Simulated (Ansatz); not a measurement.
# AlN: the cost of one run

Program: Ansatz 0.2.0. Level of theory: DFT PBEsol, scalar-relativistic, plane waves, PAW. These are calculated values, not measurements.

The COD entry's cell or inner coordinates are ideal or old and differ from later refinements, so a difference from it is no clean test against experiment.

2 further runs of the same task are left out: 2 set aside as unsound or not needed.

## 1. The starting structure

The structure is hexagonal, space group P6_3mc (No. 186). Conventional cell: a = 3.114 Å, b = 3.114 Å, c = 4.983 Å, α = 90.00°, β = 90.00°, γ = 120.00°. Al (site symmetry 3m) has 4 N at 1.89 to 1.90 Å as nearest neighbours. N (site symmetry 3m) has 4 Al at 1.89 to 1.90 Å as nearest neighbours.

Structure file:

```cif
data_structure
_symmetry_space_group_name_H-M 'P6_3mc'
_symmetry_Int_Tables_number 186
_cell_length_a 3.1138
_cell_length_b 3.1138
_cell_length_c 4.9833
_cell_angle_alpha 90.000
_cell_angle_beta 90.000
_cell_angle_gamma 120.000
_cell_volume 41.84
loop_
_atom_site_label
_atom_site_type_symbol
_atom_site_symmetry_multiplicity
_atom_site_Wyckoff_symbol
_atom_site_fract_x
_atom_site_fract_y
_atom_site_fract_z
_atom_site_occupancy
Al1 Al 2 b 0.33333 0.66667 0.99900 1
N1 N 2 b 0.33333 0.66667 0.38100 1
```

This cell was relaxed beforehand with the same method: volume 10.46 Å³/atom, gap on the mesh 4.09 eV.

## 2. Next: the [001] wire, 14 host atoms a period

The wire is cut from the relaxed crystal, periodic along c with vacuum across. Atoms and period relax; energies count from the bulk, -452.9792 eV an atom.

The cell holds 7 Al, 7 N: a = 13.700 Å, b = 12.900 Å, c = 4.983 Å, α = 90.00°, β = 90.00°, γ = 90.00°.

## 3. Relaxation

Pressure and volume refer to the whole cell with its vacuum; only the period along c may change.

input.yaml reads:

```yaml
crystal:
  lattice:
    - [13.7, 0.0, 0.0]
    - [0.0, 12.9, 0.0]
    - [0.0, 0.0, 4.9833397897]
  atoms:
    - { symbol: Al, position: [0.3295356971, 0.4303193141, 0.9990022921], spin: 0.3 }
    - { symbol: Al, position: [0.5568214343, 0.4303193141, 0.9990022921], spin: 0.3 }
    - { symbol: Al, position: [0.4431785657, 0.6393613719, 0.9990022921], spin: 0.3 }
    - { symbol: Al, position: [0.4431785657, 0.3606386281, 0.4990022921], spin: 0.3 }
    - { symbol: Al, position: [0.3295356971, 0.5696806859, 0.4990022921], spin: 0.3 }
    - { symbol: Al, position: [0.6704643029, 0.3606386281, 0.4990022921], spin: 0.3 }
    - { symbol: Al, position: [0.5568214343, 0.5696806859, 0.4990022921], spin: 0.3 }
    - { symbol: "N", position: [0.3295356971, 0.4303193141, 0.3809977079], spin: 0.3 }
    - { symbol: "N", position: [0.5568214343, 0.4303193141, 0.3809977079], spin: 0.3 }
    - { symbol: "N", position: [0.4431785657, 0.6393613719, 0.3809977079], spin: 0.3 }
    - { symbol: "N", position: [0.4431785657, 0.3606386281, 0.8809977079], spin: 0.3 }
    - { symbol: "N", position: [0.3295356971, 0.5696806859, 0.8809977079], spin: 0.3 }
    - { symbol: "N", position: [0.6704643029, 0.3606386281, 0.8809977079], spin: 0.3 }
    - { symbol: "N", position: [0.5568214343, 0.5696806859, 0.8809977079], spin: 0.3 }
basis:
  ecutwfc: 420
kpoints:
  mp_grid: { grid: [1, 1, 7] }
hamiltonian:
  xc: pbesol
scf:
  occupations: { method: gaussian, width: 0.05 }
  lower_state_search: "off"
output:
  forces: true
  stress: true
  eigenvalues: true
  populations: true
  write_density: true
  write_potential: true
  elf: true
  volumetric_format: npy
magnetization:
  spin_polarized: true
relax:
  adjacent_minimum: "off"
  f_tol: 0.02
  max_steps: 45
  cell: { fix: [a, b, alpha, beta, gamma], stress_tol: 0.03 }
```

On the command line:

```
ansatz run input.yaml --threads 4 --pin off --max-ram 11264MiB --backend cpu --events-out ev --progress --plain --runs-dir out
```

**Question.** How long does this run take on 4 threads of Intel Xeon Platinum 8488C (Sapphire Rapids), shared host, and how much memory does it need?

About 2.6 min, with a peak of 1.4 GiB.
